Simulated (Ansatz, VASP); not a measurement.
# Cross-check of PtSe2 between VASP and Ansatz

One calculation is typed for both programs; each brings its own data sets and cutoff. How far apart do they land? The cell is generated by rule, not measured, and may not be a known phase. The cell is taken from a series of VASP runs on this material, whose earlier steps may have relaxed, scaled or displaced it; both programs get it as it stands.

Program: Ansatz 0.2.0. Level of theory: plane waves, with VASP 6.6.1 beside it; band structure at PBE, spin-orbit coupling. Results are calculated unless marked as measured.

The structure was built from a prototype and need not be the compound's stable phase.

## (1) The starting structure

It takes space group Fm-3m (No. 225, cubic). Conventional cell: a = 6.557 Å, b = 6.557 Å, c = 6.557 Å, α = 90.00°, β = 90.00°, γ = 90.00°. Pt has 8 Se at 2.84 Å nearest. Se has 4 Pt at 2.84 Å nearest. Farther neighbours and most contacts between anions are not listed.

Coordinates:

```cif
data_structure
_symmetry_space_group_name_H-M 'Fm-3m'
_symmetry_Int_Tables_number 225
_cell_length_a 6.5569
_cell_length_b 6.5569
_cell_length_c 6.5569
_cell_angle_alpha 90.000
_cell_angle_beta 90.000
_cell_angle_gamma 90.000
_cell_volume 281.90
loop_
_atom_site_label
_atom_site_type_symbol
_atom_site_symmetry_multiplicity
_atom_site_Wyckoff_symbol
_atom_site_fract_x
_atom_site_fract_y
_atom_site_fract_z
_atom_site_occupancy
Pt1 Pt 4 a 0.00000 0.00000 0.00000 1
Se1 Se 8 c 0.25000 0.75000 0.75000 1
```

## (2) VASP: band structure, PBE, spin-orbit coupling

A single point gives forces, pressure and levels at one fixed geometry, so differences don't come from the geometry; what else differs is listed under the comparison.

Lines of VASP's logs that name or quote its potential files are left out, and so is its time.

File INCAR:

```
SYSTEM = PtSe2
PREC = Accurate
ENCUT = 400
EDIFF = 1E-06
NELM = 100
ISMEAR = 0
SIGMA = 0.02
LREAL = .FALSE.
ALGO = Normal
GGA = PE
LNONCOLLINEAR = .TRUE.
MAGMOM = 0 0 0 0 0 0 0 0 0
NBANDS = 34
GGA_COMPAT = .FALSE.
LASPH = .TRUE.
LSORBIT = .TRUE.
LMAXMIX = 4
LORBIT = 11
LWAVE = .FALSE.
LCHARG = .FALSE.
KPAR = 4
ISIF = 2
```

File POSCAR:

```
PtSe2
1.0
    0.0000000000      3.2784300000      3.2784300000
    3.2784300000      0.0000000000      3.2784300000
    3.2784300000      3.2784300000      0.0000000000
Pt Se
1 2
Direct
    0.0000000000      0.0000000000      0.0000000000
    0.2500000000      0.2500000000      0.2500000000
    0.7500000000      0.7500000000      0.7500000000
```

File KPOINTS:

```
Automatic mesh
0
Gamma
8 8 8
0 0 0
```

File KPOINTS_OPT:

```
Line mode
16
Line-mode
Reciprocal
  0.00000000   0.00000000   0.00000000 GAMMA
  0.50000000   0.00000000   0.50000000 X

  0.50000000   0.00000000   0.50000000 X
  0.50000000   0.25000000   0.75000000 W

  0.50000000   0.25000000   0.75000000 W
  0.37500000   0.37500000   0.75000000 K

  0.37500000   0.37500000   0.75000000 K
  0.00000000   0.00000000   0.00000000 GAMMA

  0.00000000   0.00000000   0.00000000 GAMMA
  0.50000000   0.50000000   0.50000000 L

  0.50000000   0.50000000   0.50000000 L
  0.62500000   0.25000000   0.62500000 U

  0.62500000   0.25000000   0.62500000 U
  0.50000000   0.25000000   0.75000000 W

  0.50000000   0.25000000   0.75000000 W
  0.50000000   0.50000000   0.50000000 L

  0.50000000   0.50000000   0.50000000 L
  0.37500000   0.37500000   0.75000000 K

  0.62500000   0.25000000   0.62500000 U
  0.50000000   0.00000000   0.50000000 X
```

PAW data sets: Pt and Se (PBE family, release 64).

Run with:

```sh
$ mpirun -np 4 vasp_ncl
```

Numbers of over 12 decimals in the logs are rounded to 6 here.

The log of the run:

```text
[banner, memory and clock lines left out]
running    4 mpi-ranks, on    1 nodes
 distrk:  each k-point on    1 cores,    4 groups
 distr:  one band on    1 cores,    1 groups

 POSCAR found type information on POSCAR PtSe
 POSCAR found :  2 types and       3 ions
 LDA part: xc-table for (Slater+PW92), standard interpolation
 POSCAR, INCAR and KPOINTS ok, starting setup
 FFT: planning ... GRIDC
 FFT: planning ... GRID_SOFT
 FFT: planning ... GRID
 WAVECAR not read
 entering main loop
       N       E                     dE             d eps       ncg     rms          rms(c)
DAV:   1     0.987866953690E+02    0.98787E+02   -0.82100E+03  1980   0.912E+02
DAV:   2    -0.708210925698E+01   -0.10587E+03   -0.99350E+02  2394   0.197E+02
DAV:   3    -0.133480281734E+02   -0.62659E+01   -0.61009E+01  2330   0.459E+01
DAV:   4    -0.134287443068E+02   -0.80716E-01   -0.80257E-01  2322   0.571E+00
DAV:   5    -0.134299577598E+02   -0.12135E-02   -0.12123E-02  2342   0.690E-01    0.961E+00
DAV:   6    -0.134201903463E+02    0.97674E-02   -0.52375E+00  2036   0.182E+01    0.930E+00
DAV:   7    -0.129630702642E+02    0.45712E+00   -0.86460E-01  2032   0.977E+00    0.440E+00
DAV:   8    -0.129740018413E+02   -0.10932E-01   -0.27744E-01  2042   0.343E+00    0.141E+00
DAV:   9    -0.129548015331E+02    0.19200E-01   -0.55993E-02  2104   0.203E+00    0.452E-01
DAV:  10    -0.129545788762E+02    0.22266E-03   -0.31179E-03  2230   0.324E-01    0.300E-01
DAV:  11    -0.129542133524E+02    0.36552E-03   -0.12322E-03  2050   0.179E-01    0.119E-01
DAV:  12    -0.129541312156E+02    0.82137E-04   -0.28406E-04  2214   0.134E-01    0.451E-02
DAV:  13    -0.129541339839E+02   -0.27684E-05   -0.19141E-05  2102   0.340E-02    0.323E-02
DAV:  14    -0.129541341324E+02   -0.14845E-06   -0.28840E-05  2094   0.483E-02    0.571E-03
DAV:  15    -0.129541343832E+02   -0.25080E-06   -0.29447E-06  2214   0.986E-03
   1 F= -.12954134E+02 E0= -.12952978E+02  d E =-.231186E-02  mag=     0.0000     0.0000    -0.0000
 Start KPOINTS_OPT (optional k-point list driver)
k-point batch [1-29\160]
       N       E                     dE             ncg
DAV:   1     0.306505828921E+04   -0.90411E+04     1980
DAV:   2     0.203136575699E+02   -0.30447E+04     2404
DAV:   3    -0.150971066680E+03   -0.17128E+03     2364
DAV:   4    -0.153572721271E+03   -0.26017E+01     2276
DAV:   5    -0.153621667415E+03   -0.48946E-01     2416
DAV:   6    -0.153623092939E+03   -0.14255E-02     2350
DAV:   7    -0.153623142142E+03   -0.49203E-04     2264
DAV:   8    -0.153623144344E+03   -0.22022E-05     1828
DAV:   9    -0.153623144453E+03   -0.10874E-06     1456
[...]
k-point batch [146-160\160]
       N       E                     dE             ncg
DAV:   1     0.916685661909E+04   -0.71631E+04     1028
DAV:   2     0.761609891275E+04   -0.15508E+04     1312
DAV:   3     0.753450122696E+04   -0.81598E+02     1226
DAV:   4     0.753355288768E+04   -0.94834E+00     1238
DAV:   5     0.753353519451E+04   -0.17693E-01     1252
DAV:   6     0.753353463648E+04   -0.55803E-03     1316
DAV:   7     0.753353461826E+04   -0.18220E-04     1156
DAV:   8     0.753353461747E+04   -0.78734E-06      978
```

Parts of OUTCAR (step 2):

```text
ion  position               nearest neighbor table
   1  0.000  0.000  0.000-   3 2.84   3 2.84   3 2.84   2 2.84   3 2.84   2 2.84   2 2.84   2 2.84

  LATTYP: Found a face centered cubic cell.
 ALAT       =     6.5568600000

 Subroutine GETGRP returns: Found 48 space group operations
 (whereof 48 operations were pure point group operations)

The static configuration has the point symmetry O_h .

 Found     29 irreducible k-points:

   k-points           NKPTS =     29   k-points in BZ     NKDIM =     29   number of bands    NBANDS=     34

   dimension x,y,z NGX =    30 NGY =   30 NGZ =   30
   dimension x,y,z NGXF=    60 NGYF=   60 NGZF=   60

   ENCUT  =  400.0 eV  29.40 Ry    5.42 a.u.   7.56  7.56  7.56*2*pi/ulx,y,z

   NELECT =      22.0000    total number of electrons

 k-points in reciprocal lattice and weights: Automatic mesh
   0.00000000  0.00000000  0.00000000       0.002
   0.12500000  0.00000000  0.00000000       0.016
   0.25000000  0.00000000  0.00000000       0.016
   0.37500000  0.00000000  0.00000000       0.016
   0.50000000  0.00000000  0.00000000       0.008
   0.12500000  0.12500000  0.00000000       0.012
   0.25000000  0.12500000  0.00000000       0.047
   0.37500000  0.12500000  0.00000000       0.047
   0.50000000  0.12500000  0.00000000       0.047
[...]
-0.37500000  0.50000000  0.12500000       0.023
  -0.25000000  0.50000000  0.25000000       0.012

 average (electrostatic) potential at core
       1 -69.3887       2 -54.5581       3 -54.5581

 E-fermi :   5.0740

 k-point     1 :       0.0000    0.0000    0.0000
  band No.  band energies     occupation
    ...
     20       4.1779      1.00000
     21       5.0288      0.99930
     22       5.0288      0.99930
     23       5.0288      0.99930
     24       5.0288      0.99930
     25       5.3647      0.00000
     26       5.3647      0.00000
     27       5.9675      0.00000
     28       5.9675      0.00000
     29       8.2701      0.00000
    ...

 k-point     2 :       0.1250    0.0000    0.0000
  band No.  band energies     occupation
    ...
     20       3.9927      1.00000
     21       4.8264      1.00000
     22       4.8264      1.00000
     23       4.9871      1.00000
     24       4.9871      1.00000
     25       5.3021      0.00000
     26       5.3021      0.00000
     27       6.8160      0.00000
     28       6.8160      0.00000
     29       8.6865      0.00000
    ...

 k-point     3 :       0.2500    0.0000    0.0000
  band No.  band energies     occupation
    ...
     20       3.4568      1.00000
     21       4.1633      1.00000
     22       4.1633      1.00000
     23       4.9773      1.00000
     24       4.9773      1.00000
     25       5.3550      0.00000
     26       5.3550      0.00000
     27       7.7458      0.00000
     28       7.7458      0.00000
     29       9.7342      0.00000
    ...

  Total       -4.2524594     -4.2524594     -4.2524594      0.0000000     -0.0000000      0.0000000
  in kB      -96.6769672    -96.6769672    -96.6769672      0.0000000     -0.0000000      0.0000000
  external PRESSURE =     -96.6769672 kB  Pullay stress =       0.0000000 kB

  energy-cutoff  :      400.00
  volume of cell :       70.47
      direct lattice vectors                 reciprocal lattice vectors
     0.000000000  3.278430000  3.278430000    -0.152512026  0.152512026  0.152512026
     3.278430000  0.000000000  3.278430000     0.152512026 -0.152512026  0.152512026
     3.278430000  3.278430000  0.000000000     0.152512026  0.152512026 -0.152512026

 POSITION                                       TOTAL-FORCE (eV/Angst)
 -----------------------------------------------------------------------------------
      0.00000      0.00000      0.00000        -0.000000      0.000000     -0.000000
      1.63922      1.63922      1.63922        -0.000000      0.000000     -0.000000
      4.91765      4.91765      4.91765         0.000000     -0.000000      0.000000
 -----------------------------------------------------------------------------------
    total drift:                                0.000000      0.000000      0.000000

  FREE ENERGIE OF THE ION-ELECTRON SYSTEM (eV)
  ---------------------------------------------------
  free  energy   TOTEN  =       -12.9541343832 eV

  energy  without entropy=      -12.9518225280  energy(sigma->0) =      -12.95297846

 Spin-Orbit-Coupling matrix elements
 Ion:    1  E_soc:     -0.7404180
 Ion:    2  E_soc:     -0.0400191
 Ion:    3  E_soc:     -0.0400191

 total charge
# of ion       s       p       d       tot
------------------------------------------
    1        0.506   0.393   7.984   8.883
    2        1.533   2.044   0.042   3.618
    3        1.533   2.044   0.042   3.618
--------------------------------------------------
tot          3.573   4.480   8.067  16.120

 magnetization (x)
# of ion       s       p       d       tot
------------------------------------------
    1        0.000   0.000  -0.000  -0.000
    2        0.000   0.000   0.000   0.000
    3        0.000   0.000   0.000   0.000
--------------------------------------------------
tot          0.000   0.000  -0.000   0.000

 magnetization (y)
# of ion       s       p       d       tot
------------------------------------------
    1       -0.000  -0.000   0.000  -0.000
    2        0.000   0.000  -0.000  -0.000
    3        0.000   0.000   0.000   0.000
--------------------------------------------------
tot         -0.000  -0.000  -0.000  -0.000

 magnetization (z)
# of ion       s       p       d       tot
------------------------------------------
    1        0.000   0.000   0.000   0.000
    2        0.000   0.000  -0.000   0.000
    3        0.000   0.000  -0.000   0.000
--------------------------------------------------
tot          0.000   0.000  -0.000   0.000

[... 3 further parts left out ...]
```

The run ends at a pressure of -9.67 GPa.

(Continued in part 2 of 2.)

[Lines on the potential files, build, host, timing and source positions are cut from VASP's logs without a mark.]

[Logs are printed without paths, hosts, clocks, repeated set-up lines and the standing remarks that a program may print on its own settings, such as how far it seeks lower states.]

[Hosts, paths, dates, database ids (printed as entryN), source tags and the programs' standing remarks are cut or masked in the printed files.]
